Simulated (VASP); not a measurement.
TiPbO4, 6 atoms in the cell. It takes space group F-43m (No. 216, cubic). The conventional cell has a = 6.670 Å, b = 6.670 Å, c = 6.670 Å, α = 90.00°, β = 90.00°, γ = 90.00°. Ti (site symmetry -43m) has 12 O at 2.76 Å and 4 Pb at 2.89 Å as nearest neighbours. Pb (site symmetry -43m) is surrounded by 12 O at 2.77 Å and 4 Ti at 2.89 Å. O (site symmetry 3m) is surrounded by 6 O at 2.34 to 2.38 Å. The cell was built by a generator and needn't be a form met in nature.

```yaml
Program: VASP 6.6.1
Task: relaxation of cell and atoms
Functional: PBE
Potentials_or_basis: VASP PAW PBE potentials, release 64 (Ti_sv, Pb_d, O)
Cutoff: 520 eV
k_mesh: 4 × 4 × 4
Occupations: gaussian, width 0.15 eV
Spin: no spin polarisation
Further_INCAR_settings: PREC = Normal; ALGO = Fast; EDIFF = 0.0001; IBRION = 2; EDIFFG = -0.08; NSW = 24; ISIF = 3
```

Potentials or basis: VASP PAW PBE potentials, release 64 (Ti_sv, Pb_d, O).

Command:

```bash
$ cat potpaw_PBE.64/Ti_sv/POTCAR potpaw_PBE.64/Pb_d/POTCAR potpaw_PBE.64/O/POTCAR > POTCAR
$ mpirun -np 1 vasp_std > vasp.out
```

Hardware: 1 thread of Intel(R) Xeon(R) 6975P-C (Granite Rapids), on a shared host.

Question: How long does it take, and how much memory?

Answer: Run time: 34 s on 1 thread of Intel(R) Xeon(R) 6975P-C (Granite Rapids) (shared host), peak memory 0.17 GiB. Counts: scf iterations 64, k points 8, ion steps 3.
